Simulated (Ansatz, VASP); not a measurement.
NaF: VASP beside Ansatz

File INCAR:

```
SYSTEM = NaF
  PREC = Accurate
  ENCUT = 520
  EDIFF = 1E-6
  ISMEAR = -1
  SIGMA = 0.02
  LREAL = .FALSE.
  LASPH = .TRUE.
  NELM = 80
  ALGO = Normal
  ISIF = 2
  LWAVE = .FALSE.
  LCHARG = .FALSE.
  GGA = PE
  NBANDS = 14
```

File KPOINTS:

```
Automatic mesh
0
G
  10 10 10
  0 0 0
```

File POSCAR:

```
NaF
1.0
    0.0000000000      2.2972497876      2.2972497876
    2.2972497876      0.0000000000      2.2972497876
    2.2972497876      2.2972497876      0.0000000000
Na F
1 1
Direct
    0.0000000000      0.0000000000      0.0000000000
    0.5000000000      0.5000000000      0.5000000000
```

Input for Ansatz:

```yaml
crystal:
  lattice:
    - [0.0, 2.2972497876, 2.2972497876]
    - [2.2972497876, 0.0, 2.2972497876]
    - [2.2972497876, 2.2972497876, 0.0]
  atoms:
    - { symbol: Na, position: [0.0, 0.0, 0.0] }
    - { symbol: F, position: [0.5, 0.5, 0.5] }
kpoints:
  mp_grid: { grid: [10, 10, 10] }
  band_path:
    path:
      - [[0.0, 0.0, 0.0], [0.5, -1.393200937682e-34, 0.5], [0.625, 0.25, 0.625]]
      - [[0.375, 0.375, 0.75], [0.0, 0.0, 0.0], [0.5, 0.5, 0.5], [0.5, 0.25, 0.75], [0.5, -1.393200937682e-34, 0.5]]
    npoints: 10
hamiltonian:
  xc: pbe
scf:
  occupations: { method: fermi_dirac, width: 0.02 }
  n_extra_bands: 4
output:
  forces: true
  stress: true
  eigenvalues: true
```

The cell was built by a generator and needn't be a form met in nature.

Alike in both runs: task single point; functional PBE; k mesh 10 × 10 × 10; occupations fermi-dirac, width 0.02 eV; no spin polarisation.

```csv
,VASP,Ansatz
version,VASP 6.6.1,Ansatz 0.2.0
potentials or method,"VASP PAW PBE potentials, release 64 (Na_pv, F)","plane waves, PAW"
plane-wave cutoff (eV),520,420
valence electrons in the cell,14,16
```

Ansatz gave:

| Quantity | Value |
| --- | --- |
| gap on the k mesh at the Fermi level (eV) | 6.46 |
| pressure (GPa) | 3.6 |

**Question.** Estimate VASP's values.

**Answer.** gap on the k mesh at the Fermi level (eV): 6.44; pressure (GPa): 3.5.

The two sets of potentials don't hold the same shells in valence.

A k mesh can miss the band edges. Expect the measured gap to be larger: semilocal functionals such as PBE lack the derivative discontinuity.
